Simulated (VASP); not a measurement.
Set up this calculation in VASP 6.6.1, as the native input.

```
Task                   : single point
Functional             : PBEsol
Potentials or basis    : VASP PAW PBE potentials, release 64 (Mo_sv, S)
Cutoff                 : 520 eV
k mesh                 : 7 × 7 × 7
Occupations            : gaussian, width 0.05 eV
Spin                   : collinear spin, typed start
Starting moments       : [2.0, 0.0, 0.0] μB
Hubbard terms          : Mo d U = 3.0 eV
Dipole correction      : no
Further INCAR settings : ALGO = Normal; EDIFF = 1e-06; NBANDS = 24
```

The structure of MoS2 lies in POSCAR:

```
MoS2
1.0
    1.5814998900      0.9130793900      6.1233282100
   -1.5814998900      0.9130793900      6.1233282100
    0.0000000000     -1.8261587800      6.1233282100
Mo S
1 2
Direct
    0.0000000000      0.0000000000      0.0000000000
    0.7484000000      0.7484000000      0.7484000000
    0.5849000000      0.5849000000      0.5849000000
```

Measurements of this composition are mostly on another form, of space group No. 194.

One way to write it, as run:

INCAR

```
ALGO = Normal ; EDIFF = 1E-6
ENCUT = 520 ; GGA = PS
ISIF = 2 ; ISMEAR = 0
ISPIN = 2 ; LASPH = T
LCHARG = F ; LDAU = T
LDAUJ = 0 0 ; LDAUL = 2 -1
LDAUPRINT = 1 ; LDAUTYPE = 2
LDAUU = 3 0 ; LMAXMIX = 4
LORBIT = 11 ; LREAL = F
LWAVE = F ; MAGMOM = 2 0 0
NBANDS = 24 ; NELM = 150
PREC = Accurate ; SIGMA = 0.05
```

KPOINTS

```
k-points
0
Gamma
  7 7 7
```

Potentials or basis: VASP PAW PBE potentials, release 64 (Mo_sv, S).

Launch:

```sh
$ cat potpaw_PBE.64/Mo_sv/POTCAR potpaw_PBE.64/S/POTCAR > POTCAR
$ mpirun -np 1 vasp_std > vasp.out
```

It gave:

| Item | Value |
| --- | --- |
| Pressure | 6.0 GPa |
| Largest force | 1.215 eV/Å |
| Band gap on the k mesh | 0.93 eV, indirect (least direct gap 2.02 eV) |
| Net moment | 0.00 μB per cell |
| Valence electrons inside the program's atomic spheres | Mo 12.54; S 3.71 |

Caveat: the PAW data sets were made with another functional, which shifts forces and pressure a little; an odd mesh through Γ misses points on the zone boundary, where band edges often lie.

Wall time 4 min on 1 thread of AMD EPYC 9R45 (Zen 5) (shared host), peak memory 0.39 GiB.
